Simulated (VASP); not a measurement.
Here is a VASP 6.6.1 calculation.

File INCAR:

```
SYSTEM = MgH
PREC = Accurate
ENCUT = 600
EDIFF = 1E-6
ISMEAR = 0
SIGMA = 0.1
LREAL = .FALSE.
LASPH = .TRUE.
NELM = 80
ALGO = Fast
ISIF = 3
LWAVE = .FALSE.
LCHARG = .FALSE.
GGA = PE
IBRION = 2
NSW = 100
EDIFFG = -0.01
```

The input KPOINTS:

```
regular mesh
0
G
  16 16 10
  0 0 0
```

File POSCAR:

```
MgH
1.0
    2.9842430895      0.0000000000      0.0000000000
    0.0000000000      2.9842430895      0.0000000000
    0.0000000000      0.0000000000      5.3973024987
Mg H
2 2
Direct
    0.0000000000      0.5000000000      0.7575585270
    0.5000000000      0.0000000000      0.2424414730
    0.0000000000      0.5000000000      0.3757419577
    0.5000000000      0.0000000000      0.6242580423
```

Potentials or basis: VASP PAW PBE potentials, release 64 (Mg, H).

Command:

```console
$ cat potpaw_PBE.64/Mg/POTCAR potpaw_PBE.64/H/POTCAR > POTCAR
$ mpirun -np 1 vasp_std > vasp.out
```

**Question.** Predict the band gap on the k mesh.

**Answer.** None (metal or under the smearing width).

Forces in eV/Å, atoms in the order of the input:
```
Mg   0.000  0.000 -0.006
Mg   0.000  0.000  0.006
H    0.000  0.000  0.007
H    0.000  0.000 -0.007
```

Caveat: the relaxation stopped at its first step, so nothing moved.
